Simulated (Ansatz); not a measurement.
Runs of Ansatz 0.2.0 on Mo. It takes space group Im-3m (No. 229, cubic). The conventional cell has a = 3.168 Å, b = 3.168 Å, c = 3.168 Å, α = 90.00°, β = 90.00°, γ = 90.00°. Mo (site symmetry m-3m) has 8 Mo at 2.74 Å as nearest neighbours. 

| task | potentials or basis | cell | cutoff (eV) | basis error allowed | pressure (GPa) |
| --- | --- | --- | --- | --- | --- |
| band structure | all-electron PAW datasets made for the crystal | as given | 300 | - | -9.6 |
| relaxation of cell and atoms | all-electron LAPW, scalar-relativistic | relaxed | - | 0.001 eV/atom | 0.0 |
| band structure | all-electron LAPW, non-relativistic | as given | 249 | 0.001 eV/atom | (a) |
| relaxation of cell and atoms | all-electron LAPW, scalar-relativistic | relaxed to 30 GPa | - | 0.001 eV/atom | 30.0 |
| relaxation of cell and atoms | all-electron LAPW, scalar-relativistic | relaxed to 10 GPa | - | 0.001 eV/atom | 10.0 |

Alike in all rows: level PBEsol; no spin polarisation; k mesh 12 × 12 × 12; smearing fermi-dirac 0.05 eV.

Task: Fill in the values left out.

Result: (a) -5.9.

Caveats: relativity is left out, which matters for the heavier elements (some runs).

The runs don't all hold the same shells in valence.
